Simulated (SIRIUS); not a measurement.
Input of a SIRIUS 7.12.0 run:

sirius.json

```json
{
  "control": {
    "processing_unit": "cpu",
    "std_evp_solver_name": "lapack",
    "gen_evp_solver_name": "lapack",
    "verbosity": 2,
    "print_forces": true,
    "ortho_rf": true,
    "use_second_variation": true,
    "rmt_max": 3.0,
    "num_bands_to_print": 24,
    "save_wf": true
  },
  "parameters": {
    "electronic_structure_method": "full_potential_lapwlo",
    "xc_functionals": ["XC_GGA_X_PBE_SOL", "XC_GGA_C_PBE_SOL"],
    "core_relativity": "dirac",
    "valence_relativity": "iora",
    "num_fv_states": 29,
    "smearing": "fermi_dirac",
    "smearing_width": 0.0018374661,
    "pw_cutoff": 20,
    "gk_cutoff": 3.55,
    "lmax_apw": 10,
    "lmax_rho": 8,
    "lmax_pot": 8,
    "num_mag_dims": 0,
    "auto_rmt": 0,
    "ngridk": [11, 11, 6],
    "shiftk": [0, 0, 0],
    "num_dft_iter": 80,
    "energy_tol": 1e-07,
    "density_tol": 1e-05,
    "use_symmetry": true
  },
  "settings": {"tol_ne": 1e-10},
  "iterative_solver": {"type": "exact"},
  "mixer": {"type": "anderson", "beta": 0.5, "max_history": 8},
  "unit_cell": {
    "lattice_vectors": [[5.2603645593, 0.0, 0.0], [-2.6301822796, 4.5556093415, 0.0], [0.0, 0.0, 8.7473400302]],
    "atom_types": ["Pd"],
    "atom_files": {"Pd": "Pd.json"},
    "atoms": {"Pd": [[0.328501, 0.691682, 0.240991], [0.66929, 0.343987, 0.758727]]}
  }
}
```

Pd.json

```json
{
  "name": "palladium",
  "symbol": "Pd",
  "number": 46,
  "mass": 106.42,
  "rmin": 1e-06,
  "rmt": 2.48,
  "nrmt": 800,
  "rinf": 14.72,
  "core": "1s2s2p3s3p3d",
  "valence": [
    {"basis": [{"enu": 0.07, "dme": 0, "n": 0, "auto": 0}, {"enu": 0.07, "dme": 1, "n": 0, "auto": 0}]},
    {"l": 0, "n": 1, "basis": [{"enu": 0.17, "dme": 0, "n": 0, "auto": 0}]},
    {"l": 1, "n": 2, "basis": [{"enu": 0.17, "dme": 0, "n": 0, "auto": 0}]},
    {"l": 2, "n": 3, "basis": [{"enu": 0.17, "dme": 0, "n": 0, "auto": 0}]},
    {"l": 3, "n": 4, "basis": [{"enu": 0.17, "dme": 0, "n": 0, "auto": 0}]}
  ],
  "lo": [
    {"l": 0, "basis": [{"enu": 0.17, "dme": 0, "n": 0, "auto": 0}, {"enu": 0.17, "dme": 1, "n": 0, "auto": 0}]},
    {"l": 0, "basis": [{"enu": -2.8, "dme": 0, "n": 4, "auto": 1}, {"enu": -2.8, "dme": 1, "n": 4, "auto": 1}]},
    {"l": 0, "basis": [{"enu": -2.8, "dme": 1, "n": 4, "auto": 1}, {"enu": 0.17, "dme": 0, "n": 0, "auto": 0}]},
    {"l": 0, "basis": [{"enu": 0.17, "dme": 0, "n": 0, "auto": 0}, {"enu": 2.7715, "dme": 0, "n": 0, "auto": 0}]},
    {"l": 1, "basis": [{"enu": 0.17, "dme": 0, "n": 0, "auto": 0}, {"enu": 0.17, "dme": 1, "n": 0, "auto": 0}]},
    {
      "l": 1,
      "basis": [{"enu": -1.5549, "dme": 0, "n": 4, "auto": 1}, {"enu": -1.5549, "dme": 1, "n": 4, "auto": 1}]
    },
    {
      "l": 1,
      "basis": [{"enu": -1.5549, "dme": 1, "n": 4, "auto": 1}, {"enu": 0.17, "dme": 0, "n": 0, "auto": 0}]
    },
    {"l": 1, "basis": [{"enu": 0.17, "dme": 0, "n": 0, "auto": 0}, {"enu": 3.1617, "dme": 0, "n": 0, "auto": 0}]},
    {"l": 2, "basis": [{"enu": 0.17, "dme": 0, "n": 0, "auto": 0}, {"enu": 0.17, "dme": 1, "n": 0, "auto": 0}]},
    {"l": 2, "basis": [{"enu": 0.17, "dme": 1, "n": 0, "auto": 0}, {"enu": 0.17, "dme": 2, "n": 0, "auto": 0}]},
    {"l": 2, "basis": [{"enu": 0.17, "dme": 0, "n": 0, "auto": 0}, {"enu": 2.7064, "dme": 0, "n": 0, "auto": 0}]},
    {"l": 3, "basis": [{"enu": 0.17, "dme": 0, "n": 0, "auto": 0}, {"enu": 0.17, "dme": 1, "n": 0, "auto": 0}]},
    {"l": 3, "basis": [{"enu": 0.17, "dme": 0, "n": 0, "auto": 0}, {"enu": 2.9991, "dme": 0, "n": 0, "auto": 0}]}
  ],
  "free_atom": [... radial grid and density of the free atom, the start of the SCF ...]
}
```

File sirius_start.json:

```json
{
  "control": {
    "processing_unit": "cpu",
    "std_evp_solver_name": "lapack",
    "gen_evp_solver_name": "lapack",
    "verbosity": 1,
    "print_forces": false,
    "ortho_rf": true,
    "use_second_variation": true,
    "rmt_max": 3.0,
    "num_bands_to_print": 24,
    "save_wf": false
  },
  "parameters": {
    "electronic_structure_method": "full_potential_lapwlo",
    "xc_functionals": ["XC_LDA_X", "XC_LDA_C_PW"],
    "core_relativity": "dirac",
    "valence_relativity": "iora",
    "num_fv_states": 29,
    "smearing": "fermi_dirac",
    "smearing_width": 0.0055123983,
    "pw_cutoff": 20,
    "gk_cutoff": 2.84,
    "lmax_apw": 10,
    "lmax_rho": 8,
    "lmax_pot": 8,
    "num_mag_dims": 0,
    "auto_rmt": 0,
    "ngridk": [4, 4, 2],
    "shiftk": [0, 0, 0],
    "num_dft_iter": 30,
    "energy_tol": 0.01,
    "density_tol": 0.05,
    "use_symmetry": true
  },
  "settings": {"tol_ne": 1e-10},
  "iterative_solver": {"type": "exact"},
  "mixer": {"type": "anderson", "beta": 0.5, "max_history": 8},
  "unit_cell": {
    "lattice_vectors": [[5.2603645593, 0.0, 0.0], [-2.6301822796, 4.5556093415, 0.0], [0.0, 0.0, 8.7473400302]],
    "atom_types": ["Pd"],
    "atom_files": {"Pd": "Pd.json"},
    "atoms": {"Pd": [[0.328501, 0.691682, 0.240991], [0.66929, 0.343987, 0.758727]]}
  }
}
```

Potentials or basis: all-electron FP-LAPW, apw+lo standard.

Command:

```sh
$ OMP_NUM_THREADS=1 sirius.scf --input=sirius_start.json --output=start.json
$ OMP_NUM_THREADS=1 sirius.scf --input=sirius.json --output=output.json --task=1
```

(1) Estimate the band gap on the k mesh.

(2) Estimate the largest force.

Results:

(1) none (metal or under the smearing width).

(2) 0.613 eV/Å.
